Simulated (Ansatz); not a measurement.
# CdI2: how the settings move a single-point run

Aim: see which settings change the result for CdI2, by how much, and at what cost.

Method: reference: DFT, HSE06, plane waves, PAW, in Ansatz 0.2.0.

4 further runs of the same task are left out: 4 that didn't finish.

## Step 1: The structure to begin with

Symmetry: P-3m1, No. 164, trigonal system. Conventional cell: a = 4.248 Å, b = 4.248 Å, c = 6.884 Å, α = 90.00°, β = 90.00°, γ = 120.00°. Cd (site symmetry -3m) has 6 I at 2.99 Å as nearest neighbours. I (site symmetry 3m) has 3 Cd at 2.99 Å as nearest neighbours.

Coordinates:

```
CELL_PARAMETERS angstrom
4.24836 0.00000 0.00000
-2.12418 3.67918 0.00000
0.00000 0.00000 6.88442
ATOMIC_POSITIONS crystal
Cd 0.00000 0.00000 0.00000
I 0.33333 0.66667 0.24956
I 0.66667 0.33333 0.75044
```

## Step 2: Reference

input.yaml reads:

```yaml
crystal:
  lattice:
    - [4.2483568955, 0.0, 0.0]
    - [-2.1241784478, 3.6791849958, 0.0]
    - [0.0, 0.0, 6.884415204]
  atoms:
    - { symbol: Cd, position: [0.0, 0.0, 0.0] }
    - { symbol: I, position: [0.3333333333, 0.6666666667, 0.249559232] }
    - { symbol: I, position: [0.6666666667, 0.3333333333, 0.750440768] }
kpoints:
  mp_grid: { grid: [6, 6, 2] }
hamiltonian:
  xc: hse06
scf:
  occupations: { method: fixed }
  n_extra_bands: 4
output:
  forces: true
  stress: true
  eigenvalues: true
```

Started as:

```console
> ansatz run input.yaml --threads 4 --pin off --max-ram 3686MiB --backend cpu --events-out ev --progress --plain --runs-dir out
```

## Step 3: Variant: exchange pbe, correlation pbe, coeff 0.2, omega 0.5

input.yaml, as its differences from that of step 2:

```diff
@@ -12,3 +12,3 @@
 hamiltonian:
-  xc: hse06
+  xc: { exchange: pbe, correlation: pbe, exx: { coeff: 0.2, omega: 0.5 } }
 scf:
```

## Step 4: Changing settings: exchange pbe, correlation pbe, coeff 1.0, omega 0.5

input.yaml, as its differences from that of step 2:

```diff
@@ -12,3 +12,3 @@
 hamiltonian:
-  xc: hse06
+  xc: { exchange: pbe, correlation: pbe, exx: { coeff: 1.0, omega: 0.5 } }
 scf:
```

## Step 5: Changing settings: exchange pbe, correlation pbe, coeff 1.0

input.yaml, as its differences from that of step 2:

```diff
@@ -12,3 +12,3 @@
 hamiltonian:
-  xc: hse06
+  xc: { exchange: pbe, correlation: pbe, exx: { coeff: 1.0 } }
 scf:
```

## Step 6: Changed: occupations.method gaussian, occupations.width 0.2

input.yaml, as its differences from that of step 2:

```diff
@@ -14,3 +14,3 @@
 scf:
-  occupations: { method: fixed }
+  occupations: { method: gaussian, width: 0.2 }
   n_extra_bands: 4
```

Before running it: what results should come out? Wanted: for each run, ending; energy change; pressure; gap; force.

The runs gave:

```
                                                   run     ending       energy change  pressure (GPa)  gap (eV)  force (eV/Å)  cycles  time
                                             reference  converged                   0             0.8      3.35          0.08      15  19 s
1: exchange pbe, correlation pbe, coeff 0.2, omega 0.5  converged      not comparable             1.2      2.76          0.00      13  17 s
2: exchange pbe, correlation pbe, coeff 1.0, omega 0.5  converged      not comparable             0.0      4.48          0.20      23  26 s
           3: exchange pbe, correlation pbe, coeff 1.0  converged      not comparable            -1.2      9.57          0.37      21  24 s
 4: occupations.method gaussian, occupations.width 0.2  converged  0.0 meV/atom (σ→0)             0.8      3.35          0.08       -  18 s
```

Residual by cycle in the longest SCF loop of each run; runs are numbered as in the table. The quantity is the density residual dr2, in eV.

```
cycle  reference    run 1    run 2    run 3    run 4
    1     0.0252   0.0124    0.158    0.116   0.0255
    2    0.00506  0.00195   0.0599    0.177  0.00507
    3    0.00173   5.9e-4   0.0217   0.0593  0.00165
    4     1.9e-4   5.5e-5  0.00502   0.0161   2.0e-4
    5     6.1e-5   2.7e-5  0.00179  0.00144   5.3e-5
    6     2.9e-6   4.7e-6   2.3e-4   5.2e-4   2.1e-6
    7          -   7.5e-6   3.3e-5   1.8e-5        -
    8          -   9.1e-8        -        -        -
```

**Reading.** «occupations.method gaussian, occupations.width 0.2» leaves the energy as it was. The gap of the reference lacks spin-orbit coupling, though the cell holds I.
